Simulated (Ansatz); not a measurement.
## Thermal expansion of Mo from its phonons

These are results of DFT PBE, scalar-relativistic, plane waves, PAW in Ansatz, not measurements. Plane waves to 420 eV; Γ-centred k mesh 20×20×20; Fermi-Dirac smearing of 0.15 eV. No spin polarisation. Phonons by linear response, acoustic sum rule imposed.

Equilibrium structure at this level:
Space group Im-3m (No. 229). a = 3.161 Å, b = 3.161 Å, c = 3.161 Å, α = 90.00°, β = 90.00°, γ = 90.00°
```
atom site symmetry x y z
  Mo    2a m-3m  0.0000  0.0000  0.0000
```

In a metal, frequencies depend on the k mesh and the smearing, soft modes most. Some empty bands missed the eigensolver's threshold.

Phonons on a 2×2×2 q mesh at 0.98, 1 and 1.02 times the equilibrium volume give γ = −d ln ν/d ln V, modes matched by rank. The cell has V = 15.80 Å³ with 1 atom and B = 259 GPa. Points of the mesh (fractions of the reciprocal vectors) with their weights out of 8; the acoustic modes at Γ are left out:

| q | weight | ν (cm⁻¹) | γ | degeneracy |
| --- | --- | --- | --- | --- |
| 0.00 0.00 -0.50 | 6 | 146 | 2.45 | 1 |
| 0.00 0.00 -0.50 | 6 | 189 | 0.93 | 1 |
| 0.00 0.00 -0.50 | 6 | 257 | 2.37 | 1 |
| -0.50 -0.50 -0.50 | 1 | 171 | 2.73 | 3 |

**Question.** Work out the volume expansion coefficient at 50, 100, 300 and 800 K in Grüneisen's theory.

**Answer.** Each mode holds c = k_B x² eˣ/(eˣ − 1)², x = hcν/k_BT (k_B = 0.695 cm⁻¹/K). Weighted over the mesh, C_V = Σ c, γ̄ = Σ cγ/C_V and α_V = γ̄ C_V/(BV):
```csv
T (K),C_V (k_B a cell),γ̄,α_V (10⁻⁶/K)
50,0.39,2.12,2.8
100,1.44,2.04,9.9
300,2.44,2.03,16.7
800,2.60,2.03,17.8
```

The classical limit of C_V is 3n = 3 k_B, less the 3/8 k_B of the three modes left out, which leaves C_V and α_V about 12 % low even at high temperature. All γ are positive, so the crystal expands at every temperature. For a cubic crystal the linear coefficient is a third of α_V. A mesh this coarse misses long acoustic waves, so the low-temperature rows are rough; B and γ are held at their static values, and the electrons' part is left out.

**Question.** The zero-point energy of the cell, summed on a denser interpolated mesh, is 34.926, 33.557 and 32.204 meV at the three volumes. How far does it expand the lattice at 0 K?

**Answer.** P_zp = −dE_zp/dV = 2.722 meV / (0.632 Å³) × 0.16022 GPa Å³/meV = 0.690 GPa, so ΔV/V = P_zp/B = 0.27 %. This share is taken off a measured low-temperature volume before it is compared with a static calculation.

Cost: 6 runs of about 2.9 core-minutes in all, on Intel Xeon Platinum 8488C (Sapphire Rapids) (shared hosts).

The expansion coefficient follows the heat capacity almost entirely: γ̄ barely changes with temperature, so α_V climbs as the modes are thermally populated and levels off once they are nearly classical. The slightly larger γ̄ at 50 K reflects the weight of the softest mode, at 146 cm⁻¹, whose γ is well above average. Expansion remains small despite a sizeable γ̄ because the nearly half-filled d band occupies mainly bonding states, giving strong cohesion and a high bulk modulus.

Volume sensitivity does not simply follow frequency: the 189 cm⁻¹ branch has by far the smallest γ, while the triply degenerate zone-corner mode has the largest. In group 6 metals that mode is softened by electronic screening linked to Fermi-surface nesting, and a weakening of this screening under compression probably raises its γ.

The room-temperature α_V lies above the measured value for molybdenum, even though the omitted modes bias it low. The likely cause is an overestimated γ̄, since the average rests on zone-boundary modes alone.
